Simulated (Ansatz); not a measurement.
**YN under changes of volume**

One of the cells (14.500 Å³/atom); the others are scaled copies at fixed shape and fractional positions:

```
CELL_PARAMETERS angstrom
0.00000 2.43850 2.43850
2.43850 0.00000 2.43850
2.43850 2.43850 0.00000
ATOMIC_POSITIONS crystal
Y 0.00000 0.00000 0.00000
N 0.50000 0.50000 0.50000
```

```yaml
Program: Ansatz 0.2.0
Functional: PBEsol
Potentials_or_basis: Ansatz PAW
Cutoff: "420 eV (not typed: the program's choice for these potentials)"
k_mesh: 9 × 9 × 9
Occupations: fermi-dirac, width 0.05 eV
Spin: no spin polarisation
```

```csv
volume (Å³/atom),energy over the lowest point (meV/atom),pressure (GPa)
13.630,18.86,9.3
13.920,5.79,5.1
14.210,0.00,1.3
14.500,?,?
14.790,7.40,-5.2
15.080,19.37,-8.0
15.370,36.04,-10.5
```

Problem. What does the run at 14.500 Å³/atom give?

Solution. Energy over the lowest point 0.80 meV/atom; pressure -2.1 GPa.

Worked out: A Birch-Murnaghan fit of order 3 (a polynomial in V^(-2/3)) to the other rows has its minimum at 14.32 Å³/atom with B0 = V·E''(V) = 171 GPa and B' = 4.3. It gives 0.76 meV/atom at 14.500 Å³/atom, against the run's 0.80, and -dE/dV = -2.1 GPa, against -2.1.

Energies are extrapolated to zero smearing.

Caveats: the PAW data sets come from PBE, with cores solved anew for the run's functional, which leaves a small shift of forces and pressure.
